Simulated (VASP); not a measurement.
C: relaxation of cell and atoms with r2SCAN

The system is C.

```xyz
4
Lattice="2.4566 0.0000 0.0000 -1.2283 2.1275 0.0000 0.0000 0.0000 6.9153" Properties=species:S:1:pos:R:3 pbc="T T T"
C     0.0000    0.0000    1.7288
C     0.0000    0.0000    5.1864
C     0.0000    1.4183    1.7288
C     1.2283    0.7092    5.1864
```

| Property | Result |
| --- | --- |
| Program | VASP 6.6.1 |
| Task | relaxation of cell and atoms |
| Functional | r2SCAN |
| Potentials or basis | VASP PAW PBE potentials, release 64 (C) |
| Cutoff | 600 eV |
| k mesh | 15 × 15 × 4 |
| Occupations | gaussian, width 0.03 eV |
| Spin | no spin polarisation |
| Further INCAR settings | ALGO = Normal; EDIFF = 1e-07; IBRION = 2; EDIFFG = -0.005; NSW = 90; ISIF = 3 |

```yaml
Relaxed_volume: 9.04 Å³/atom
Relaxed_cell: a = 2.457 Å, b = 2.457 Å, c = 6.916 Å, α = 90.00°, β = 90.00°, γ = 120.00°
Space_group_after_relaxing_to_0.05_Å: P6_3/mmc (No. 194)
Energy_gained_by_relaxing: 0.0 meV/atom
Ionic_steps: 3
Pressure_after_relaxing: 0.0 GPa
Band_gap_on_the_k_mesh: none (metal or under the smearing width)
```

Final structure:
```cif
data_structure
_symmetry_space_group_name_H-M 'P 1'
_symmetry_Int_Tables_number 1
_cell_length_a 2.4568
_cell_length_b 2.4568
_cell_length_c 6.9156
_cell_angle_alpha 90.000
_cell_angle_beta 90.000
_cell_angle_gamma 120.000
_cell_volume 36.15
loop_
_atom_site_label
_atom_site_type_symbol
_atom_site_fract_x
_atom_site_fract_y
_atom_site_fract_z
_atom_site_occupancy
C1 C 0.00000 0.00000 0.25000 1
C2 C 0.00000 0.00000 0.75000 1
C3 C 0.33333 0.66667 0.25000 1
C4 C 0.66667 0.33333 0.75000 1
```

Levels at points of the mesh, in eV from the Fermi level:
| k point | band 6 | band 7 | band 8 | band 9 | band 10 | band 11 |
| --- | --- | --- | --- | --- | --- | --- |
| (0.00, 0.00, 0.00) | -3.20 | -3.19 | -3.19 | 4.18 | 8.72 | 8.72 |
| (0.00, 0.00, 0.50) | -3.20 | -3.20 | -3.20 | 6.72 | 6.72 | 8.74 |

Run time: 4.3 min on 1 thread of Intel(R) Xeon(R) Platinum 8488C (Sapphire Rapids) (shared host), peak memory 0.17 GiB.

Caveat: the PAW data sets were made with another functional, which shifts forces and pressure a little.
